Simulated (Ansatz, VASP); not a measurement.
# AlCo in VASP and in Ansatz

```xyz
2
Lattice="1.9959 -1.9959 0.0000 1.9959 1.9959 0.0000 0.0000 0.0000 2.8226" Properties=species:S:1:pos:R:3 pbc="T T T"
Al    0.0000    0.0000    0.0000
Co    1.9959    0.0000    1.4113
```

Alike in both runs: functional PBEsol; k mesh 14 × 14 × 14; occupations gaussian, width 0.1 eV; no spin polarisation.

Ansatz relaxed the structure, and its values are those at the end. VASP's run is a single point on that final structure, the one shown.

|  | VASP | Ansatz |
| --- | --- | --- |
| version | VASP 6.6.1 | Ansatz 0.2.0 |
| potentials or method | VASP PAW PBE potentials, release 64 (Al, Co) | scalar-relativistic, plane waves, PAW |
| plane-wave cutoff (eV) | 520 | 420 |
| valence electrons in the cell | 12 | 20 |

Ansatz gave:

```
gap on the k mesh at the Fermi level (eV) : none
pressure (GPa)                            : 0.0
```

Q: Estimate VASP's values.

A: gap on the k mesh at the Fermi level (eV): none; pressure (GPa): 0.1.

A gap of «none» marks a metal or a gap that the smearing closes. The functional is the same, so the differences come from potentials, cutoffs and numerics. The two sets of potentials don't hold the same shells in valence. Ansatz warned: «structure_snapped_to_symmetry».

Caveats: the PAW data sets were made with another functional, which shifts forces and pressure a little (VASP). Spin polarisation is off, so any magnetic state and its effect on volume and gap are missing.
